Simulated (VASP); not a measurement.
# TiB5 (P6/mmm) in VASP: notebook

One crystal, TiB5, is run at these levels: PBE; tasks: single point, relaxation of cell and atoms.

Program: VASP 6.6.1. These are calculated values, not measurements. Logs are shortened: lines on timing, memory, paths and dates and some standing lists are left out, and cuts for length are marked.

## (1) The cell of the first run

The structure is hexagonal, space group P6/mmm (No. 191). The conventional cell has a = 4.159 Å, b = 4.159 Å, c = 2.893 Å, α = 90.00°, β = 90.00°, γ = 120.00°. Around Ti (site symmetry 6/mmm) lie 18 B at 2.40 to 2.53 Å. Around B (site symmetry mmm) lie 8 B at 1.88 to 2.08 Å. B (site symmetry -6m2) is surrounded by 6 B at 1.88 Å.

The cell was built by a generator and needn't be a form met in nature.

## (2) Single point, PBE (species swapped into the ErNi5 type (P6/mmm, No. 191))

Input file INCAR:

```
SYSTEM = TiB5
ALGO = Fast
EDIFF = 1E-6
ENCUT = 520
GGA = PE
ISIF = 2
ISMEAR = 0
LASPH = .True.
LCHARG = .True.
LELF = .True.
LREAL = .False.
LVHAR = .True.
LWAVE = .False.
NBANDS = 22
NELM = 100
PREC = Accurate
SIGMA = 0.1
```

Input file KPOINTS:

```
k-points
0
Gamma
  12 12 14
  0 0 0
```

Input file POSCAR:

```
TiB5
1.0
    4.1585083351      0.0000000000      0.0000000000
   -2.0792541676      3.6013738601      0.0000000000
    0.0000000000      0.0000000000      2.8932819924
Ti B
1 5
Direct
    0.0000000000      0.0000000000      0.0000000000
    0.0000000000      0.5000000000      0.5000000000
    0.3333333333      0.6666666667      0.0000000000
    0.6666666667      0.3333333333      0.0000000000
    0.5000000000      0.0000000000      0.5000000000
    0.5000000000      0.5000000000      0.5000000000
```

Potentials or basis: VASP PAW PBE potentials, release 64 (Ti_sv, B).

Run with:

```bash
$ cat potpaw_PBE.64/Ti_sv/POTCAR potpaw_PBE.64/B/POTCAR > POTCAR
$ mpirun -np 1 vasp_std > vasp.out
```

OUTCAR:

```text
SYSTEM = TiB5
   EDIFF = 1E-6
   ENCUT = 520
   GGA = PE
   ISIF = 2
   ISMEAR = 0
   LASPH = .True.
   LREAL = .False.
   NELM = 100
   PREC = Accurate

 ion  position               nearest neighbor table
   1  0.000  0.000  0.000-   3 2.40   4 2.40   4 2.40   3 2.40   4 2.40   3 2.40   5 2.53   5 2.53
                             5 2.53   5 2.53   6 2.53   6 2.53   6 2.53   6 2.53   2 2.53   2 2.53
   2  0.000  0.500  0.500-   3 1.88   4 1.88   3 1.88   4 1.88   6 2.08   6 2.08   5 2.08   5 2.08
                             1 2.53   1 2.53   1 2.53   1 2.53
   3  0.333  0.667  0.000-   2 1.88   2 1.88   5 1.88   5 1.88   6 1.88   6 1.88   1 2.40   1 2.40
                             1 2.40
   4  0.667  0.333  0.000-   2 1.88   2 1.88   5 1.88   5 1.88   6 1.88   6 1.88   1 2.40   1 2.40
                             1 2.40
   5  0.500  0.000  0.500-   3 1.88   4 1.88   3 1.88   4 1.88   2 2.08   2 2.08   6 2.08   6 2.08
                             1 2.53   1 2.53   1 2.53   1 2.53
   6  0.500  0.500  0.500-   3 1.88   4 1.88   3 1.88   4 1.88   2 2.08   2 2.08   5 2.08   5 2.08
                             1 2.53   1 2.53   1 2.53   1 2.53

  LATTYP: Found a hexagonal cell.
 ALAT       =     4.1585083351
 C/A-ratio  =     0.6957499563

  Lattice vectors:

 A1 = (   4.1585083351,   0.0000000000,   0.0000000000)
 A2 = (  -2.0792541676,   3.6013738601,   0.0000000000)
 A3 = (   0.0000000000,   0.0000000000,   2.8932819924)

Analysis of symmetry for initial positions (statically):
=====================================================================
 Subroutine PRICEL returns:
 Original cell was already a primitive cell.

 Routine SETGRP: Setting up the symmetry group for a
 hexagonal supercell.

 Subroutine GETGRP returns: Found 24 space group operations
 (whereof 24 operations were pure point group operations)
 out of a pool of 24 trial point group operations.

The static configuration has the point symmetry D_6h.

Analysis of symmetry for dynamics (positions and initial velocities):
=====================================================================
 Subroutine PRICEL returns:
 Original cell was already a primitive cell.

 Routine SETGRP: Setting up the symmetry group for a
 hexagonal supercell.

 Subroutine GETGRP returns: Found 24 space group operations
 (whereof 24 operations were pure point group operations)
 out of a pool of 24 trial point group operations.

The dynamic configuration has the point symmetry D_6h.

 Subroutine INISYM returns: Found 24 space group operations
 (whereof 24 operations are pure point group operations),
 and found     1 'primitive' translations

----------------------------------------------------------------------------------------

                                     Primitive cell

  volume of cell :      43.3308

  direct lattice vectors                    reciprocal lattice vectors
     4.158508335  0.000000000  0.000000000     0.240470842  0.138835905  0.000000000
    -2.079254168  3.601373860  0.000000000     0.000000000  0.277671810  0.000000000
     0.000000000  0.000000000  2.893281992     0.000000000  0.000000000  0.345628253

  length of vectors
     4.158508335  4.158508335  2.893281992     0.277671810  0.277671810  0.345628253

  position of ions in fractional coordinates (direct lattice)
     0.000000000  0.000000000  0.000000000
     0.000000000  0.500000000  0.500000000
     0.333333333  0.666666667  0.000000000
     0.666666667  0.333333333  0.000000000
     0.500000000  0.000000000  0.500000000
     0.500000000  0.500000000  0.500000000

  ion indices of the primitive-cell ions
   primitive index   ion index
                 1           1
                 2           2
                 3           3
                 4           4
                 5           5
                 6           6

----------------------------------------------------------------------------------------

 KPOINTS: k-points

Automatic generation of k-mesh.
 Grid dimensions read from file:
 generate k-points for:   12   12   14

 Generating k-lattice:

  Cartesian coordinates                     Fractional coordinates (reciprocal lattice)
     0.020039237  0.011569659  0.000000000     0.083333333  0.000000000  0.000000000
     0.000000000  0.023139318  0.000000000     0.000000000  0.083333333  0.000000000
     0.000000000  0.000000000  0.024687732     0.000000000  0.000000000  0.071428571

  Length of vectors
     0.023139318  0.023139318  0.024687732

  Shift w.r.t. Gamma in fractional coordinates (k-lattice)
     0.000000000  0.000000000  0.000000000

 Subroutine IBZKPT returns following result:
 ===========================================

 Found    152 irreducible k-points:

 Following reciprocal coordinates:
            Coordinates               Weight
  0.000000  0.000000  0.000000      1.000000
  0.083333  0.000000  0.000000      6.000000
  0.166667  0.000000  0.000000      6.000000
  0.250000  0.000000  0.000000      6.000000
  0.333333  0.000000  0.000000      6.000000
  0.416667  0.000000  0.000000      6.000000
[... 16 lines left out ...]
  0.250000  0.000000  0.071429     12.000000
  0.333333  0.000000  0.071429     12.000000
 [... further k-points ...]
   k-points           NKPTS =    152   k-points in BZ     NKDIM =    152   number of bands    NBANDS=     22
   number of dos      NEDOS =    301   number of ions     NIONS =      6
   total plane-waves  NPLWV =  24576
   dimension x,y,z NGX =    32 NGY =   32 NGZ =   24
   dimension x,y,z NGXF=    64 NGYF=   64 NGZF=   48
   ions per type =               1   5
   NGX,Y,Z   is equivalent  to a cutoff of  12.79, 12.79, 13.79 a.u.
   NGXF,Y,Z  is equivalent  to a cutoff of  25.59, 25.59, 27.58 a.u.
 SYSTEM =  TiB5
   PREC   = accura    normal or accurate (medium, high low for compatibility)
   ISTART =      0    job   : 0-new  1-cont  2-samecut
   ICHARG =      2    charge: 1-file 2-atom 10-const
   ISPIN  =      1    spin polarized calculation?
   LNONCOLLINEAR =      F non collinear calculations
   LSORBIT =      F    spin-orbit coupling
   LASPH  =      T    aspherical Exc in radial PAW
   ENCUT  =  520.0 eV  38.22 Ry    6.18 a.u.   7.73  7.73  5.38*2*pi/ulx,y,z
   NELM   =    100;   NELMIN=  2; NELMDL= -5     # of ELM steps
   EDIFF  = 0.1E-05   stopping-criterion for ELM
   LREAL  =      F    real-space projection
   EDIFFG = 0.1E-04   stopping-criterion for IOM
   NSW    =      0    number of steps for IOM
   IBRION =     -1    ionic relax: 0-MD 1-quasi-New 2-CG
   NFREE  =      0    steps in history (QN), initial steepest desc. (CG)
   ISIF   =      2    stress and relaxation
   ISYM   =      2    0-nonsym 1-usesym 2-fastsym
   POTIM  = 0.5000    time-step for ionic-motion
   TEBEG  =    0.0;   TEEND  =   0.0 temperature during run
   PSTRESS=    0.0 pullay stress
   NELECT =      27.0000    total number of electrons
   NUPDOWN=      -1.0000    fix difference up-down
   EMIN   =  10.00;   EMAX   =-10.00  energy-range for DOS
   EFERMI =   0.00;   METHOD = LEGACY
   ISMEAR =     0;   SIGMA  =   0.10  broadening in eV -4-tet -1-fermi 0-gaus
   EFERMI_NEDOS =   21; number of points for ismear=-14 and -15
   IALGO  =     68    algorithm
   IMIX   =      4    mixing-type and parameters
     AMIX     =   0.40;   BMIX     =  1.00
     AMIX_MAG =   1.60;   BMIX_MAG =  1.00
  volume/ion in A,a.u.               =       7.22        48.74
  Fermi-wavevector in a.u.,A,eV,Ry     =   1.398290  2.642385 26.602312  1.955215
  Thomas-Fermi vector in A             =   2.521462
   LORBIT       =      0    0 simple, 1 ext, 2 COOP (PROOUT), +10 PAW based schemes
   GGA     = PE    functional components
   LHFCALC =     F    Hartree Fock is set to
   AEXX    =    0.0000 exact exchange contribution
   IVDW    =     0    specifies the selected vdW correction
   LEPSILON=     F    determine dielectric tensor
   LRPA    =     F    only Hartree local field effects (RPA)
 non-spin polarized calculation
 RMM-DIIS sequential band-by-band and
 Gauss-broadening in eV      SIGMA  =   0.10
  energy-cutoff  :      520.00
  volume of cell :       43.33
 maximum number of plane-waves:      1205
 NGX is ok and might be reduce to    32
   NGX = 15   NGY = 15   NGZ = 11

 number of electron      27.0000005 magnetization

 Free energy of the ion-electron system (eV)
  ---------------------------------------------------
  ext. energy  EPLUGINS =         0.00000000
  ---------------------------------------------------
  free energy    TOTEN  =       -38.95468152 eV

  energy without entropy =      -38.94230917  energy(sigma->0) =      -38.94849535

 E-fermi :  10.4943     XC(G=0): -12.8758

 val. band max:       10.4921734818   @ k =   0.1667   0.0833   0.2857
 cond. band min:      10.5112145974   @ k =   0.0833   0.0000   0.2857
 fundamental gap:      0.0190411157
 Fermi energy:        10.4943202291

 k-point     1 :       0.0000    0.0000    0.0000
  band No.  band energies     occupation
      1     -46.4436      2.00000
      2     -22.8217      2.00000
      3     -22.8217      2.00000
      4     -22.5352      2.00000
      5      -6.2695      2.00000
      6       0.0070      2.00000
[... 14 lines left out ...]
     21      16.9270      0.00000
     22      16.9272      0.00000

 k-point     2 :       0.0833    0.0000    0.0000
  band No.  band energies     occupation
      1     -46.4435      2.00000
      2     -22.8240      2.00000
      3     -22.8223      2.00000
      4     -22.5350      2.00000
      5      -6.2039      2.00000
      6      -0.3810      2.00000
[... 14 lines left out ...]
     21      16.7076      0.00000
     22      16.7819      0.00000

 k-point     3 :       0.1667    0.0000    0.0000
  band No.  band energies     occupation
      1     -46.4433      2.00000
      2     -22.8301      2.00000
      3     -22.8239      2.00000
      4     -22.5346      2.00000
      5      -6.0104      2.00000
      6      -1.1105      2.00000
[... 14 lines left out ...]
     21      16.0368      0.00000
     22      16.2890      0.00000
[... 476 lines left out ...]
 k-point    23 :       0.2500    0.0000    0.0714
  band No.  band energies     occupation
      1     -46.4408      2.00000
      2     -22.8356      2.00000
      3     -22.8234      2.00000
      4     -22.5546      2.00000
      5      -5.6291      2.00000
      6      -1.8166      2.00000
[... 14 lines left out ...]
     21      15.9167      0.00000
     22      16.5825      0.00000

 k-point    24 :       0.3333    0.0000    0.0714
  band No.  band energies     occupation
      1     -46.4405      2.00000
      2     -22.8439      2.00000
      3     -22.8256      2.00000
      4     -22.5540      2.00000
      5      -5.2212      2.00000
      6      -2.5430      2.00000
[... 14 lines left out ...]
     21      15.3646      0.00000
     22      17.5471      0.00000

 [... further k-points ...]
[... 5 lines left out ...]
  --------------------------------------------------------------------------------------
  -------------------------------------------------------------------------------------
  Total        0.0190580      0.0190580      0.0149111     -0.0000000     -0.0000000     -0.0000000
  in kB        0.7046796      0.7046796      0.5513454     -0.0000000     -0.0000000     -0.0000000
  external PRESSURE =       0.6535682 kB  Pullay stress =       0.0000000 kB

 VOLUME and BASIS-vectors are now :
 -----------------------------------------------------------------------------
  energy-cutoff  :      520.00
  volume of cell :       43.33
      direct lattice vectors                 reciprocal lattice vectors
     4.158508335  0.000000000  0.000000000     0.240470842  0.138835905  0.000000000
    -2.079254168  3.601373860  0.000000000     0.000000000  0.277671810  0.000000000
     0.000000000  0.000000000  2.893281992     0.000000000  0.000000000  0.345628253

 POSITION                                       TOTAL-FORCE (eV/Angst)
 -----------------------------------------------------------------------------------
      0.00000      0.00000      0.00000         0.000000      0.000000      0.000000
     -1.03963      1.80069      1.44664         0.000000      0.000000      0.000000
     -0.00000      2.40092      0.00000        -0.000000      0.000000      0.000000
      2.07925      1.20046      0.00000         0.000000     -0.000000      0.000000
      2.07925      0.00000      1.44664         0.000000      0.000000      0.000000
      1.03963      1.80069      1.44664         0.000000      0.000000      0.000000
 -----------------------------------------------------------------------------------
    total drift:                                0.000000     -0.000000      0.000000

  FREE ENERGIE OF THE ION-ELECTRON SYSTEM (eV)
  ---------------------------------------------------
  free  energy   TOTEN  =       -38.9546815183 eV

  energy  without entropy=      -38.9423091732  energy(sigma->0) =      -38.94849535
```

It took 2.2 min on 1 thread of Intel Xeon 6975P-C (Granite Rapids), shared host; peak memory 0.25 GiB.

What came out:

```
Free energy            : -38.9547 eV
Pressure               : 0.1 GPa
Band gap on the k mesh : none (metal or under the smearing width)
```

## (3) Relaxation of cell and atoms, PBE (species swapped into the ErNi5 type (P6/mmm, No. 191))

Input file INCAR:

```
SYSTEM = TiB5
PREC = Accurate
ENCUT = 600
EDIFF = 1E-7
ISMEAR = 0
SIGMA = 0.1
LREAL = .False.
LASPH = .True.
NELM = 80
ALGO = Fast
ISIF = 3
LWAVE = .False.
LCHARG = .False.
GGA = PE
IBRION = 2
NSW = 100
EDIFFG = -0.01
```

Input file KPOINTS:

```
Automatic mesh
0
Gamma
  12 12 14
  0 0 0
```

POSCAR: that of step 2 with these lines changed.

```diff
@@ -2,5 +2,5 @@
 1.0
-    4.1585083351      0.0000000000      0.0000000000
-   -2.0792541676      3.6013738601      0.0000000000
-    0.0000000000      0.0000000000      2.8932819924
+    4.1646889892      0.0000000000      0.0000000000
+   -2.0823444946      3.6067264635      0.0000000000
+    0.0000000000      0.0000000000      2.8869628635
 Ti B
```

Potentials or basis: VASP PAW PBE potentials, release 64 (Ti_sv, B).

Run with:

```bash
$ cat potpaw_PBE.64/Ti_sv/POTCAR potpaw_PBE.64/B/POTCAR > POTCAR
$ mpirun -np 1 vasp_std > vasp.out
```

Wall time 5.2 min (1 thread of Intel Xeon 6975P-C (Granite Rapids), shared host); peak memory 0.28 GiB.

Results (log left out):

* Free energy: -38.9595 eV
* Relaxed volume: 7.22 Å³/atom
* Relaxed cell: a = 4.159 Å, b = 4.159 Å, c = 2.894 Å, α = 90.00°, β = 90.00°, γ = 120.00°
* Space group after relaxing (to 0.05 Å): P6/mmm (No. 191)
* Energy gained by relaxing: 0.1 meV/atom
* Ionic steps: 2
* Pressure after relaxing: -0.1 GPa
* Band gap on the k mesh: none (metal or under the smearing width)

The path:
```
step  energy change (eV)  largest force (eV/Å)  pressure (GPa)  volume (Å³)
   1              0.0000                0.0000           -0.05        43.36
   2             -0.0005                0.0000           -0.08        43.35
```

Final structure:
```
Ti B
1.0
     4.15914    0.00000    0.00000
    -2.07957    3.60192    0.00000
     0.00000    0.00000    2.89362
Ti B
1 5
Direct
  0.00000 0.00000 0.00000
  0.00000 0.50000 0.50000
  0.33333 0.66667 0.00000
  0.66667 0.33333 0.00000
  0.50000 0.00000 0.50000
  0.50000 0.50000 0.50000
```

Levels at points of the mesh, in eV from the Fermi level:
```
           k point  band 11  band 12  band 13  band 14  band 15  band 16  band 17
(0.00, 0.00, 0.00)    -5.60    -2.72     1.44     1.54     2.04     3.21     3.21
(0.50, 0.00, 0.00)    -2.53    -2.38    -1.45     0.40     0.46     1.40     3.64
(0.00, 0.00, 0.50)    -5.31    -2.83    -2.17    -2.17     1.06     1.06     3.44
(0.50, 0.00, 0.50)    -5.43    -2.35    -0.74    -0.09     1.72     2.65     3.26
```
